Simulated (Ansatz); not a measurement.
# AlGa₃N₄: enthalpy against pressure

AlGa₃N₄, Pm, a = 5.139 Å, b = 3.163 Å, c = 5.477 Å, β = 90.0°. The structure is a Materials Project entry; whether it is the stable form wasn't checked. Ansatz: r2SCAN, PAW, 500 eV, Γ-centred 6×8×4 mesh on 8 atoms, Gaussian smearing 0.02 eV; no spin polarisation. Cell and atoms are relaxed at each pressure, and no other structure is tried, so the rows at high pressure may lie past a change of phase. y is the enthalpy over the state at zero pressure; there V0 = 11.130 Å³/atom. The pressures are the targets, met within 0.05 GPa.

```
P (GPa) y (eV/atom)
   -2.0            ?
    0.0       0.0000
    2.0       0.1382
    5.0       0.3432
   10.0       0.6787
   20.0       1.3296
```

**Question.** Fit y = c1 P + c2 P² + c3 P³ to the other rows, say what c1 and c2 mean, and predict the missing value.

**Answer.** Least squares on the rows shown. y = 0.069446 P − 0.00016670 P² + 9.2104×10⁻⁷ P³. Since dH/dP = V, c1 is V0: 0.069446 eV/GPa × 160.2 = 11.125 Å³ against 11.130; c2 = −V0/(2B0) gives B0 = 208 GPa, where a Birch–Murnaghan fit to the volumes of the same runs (not shown) gives 201 GPa. At P = -2.0 the fit asked for gives -0.1396 eV/atom. The run gave -0.1396 eV/atom, the same to the digits shown.